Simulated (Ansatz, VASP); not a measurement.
# Sn: VASP beside Ansatz

```
CELL_PARAMETERS angstrom
-2.88012 2.88012 1.56665
2.88012 -2.88012 1.56665
2.88012 2.88012 -1.56665
ATOMIC_POSITIONS crystal
Sn 0.00000 0.00000 0.00000
Sn 0.75000 0.25000 0.50000
```

Change from the starting cell: volume scaled by 0.94.

Alike in both runs: task single point; functional PBEsol; k mesh 9 × 9 × 9; occupations fermi-dirac, width 0.05 eV; no spin polarisation.

|  | VASP | Ansatz |
| --- | --- | --- |
| version | VASP 6.6.1 | Ansatz 0.2.0 |
| potentials or method | VASP PAW PBE potentials, release 64 (Sn_d), cutoff 520 eV | all-electron LAPW, scalar-relativistic |

Ansatz gave:

* gap on the k mesh at the Fermi level (eV): none
* pressure (GPa): 2.1
* largest component of the traceless stress (GPa): 0.50

Which values does VASP return?

gap on the k mesh at the Fermi level (eV): none; pressure (GPa): 2.0; largest component of the traceless stress (GPa): 0.50.

A gap of «none» marks a metal or a gap that the smearing closes. Ansatz ran all-electron here, so the differences hold the error of VASP's frozen core and of both bases.

Caveats: the PAW data sets were made with another functional, which shifts forces and pressure a little (VASP).
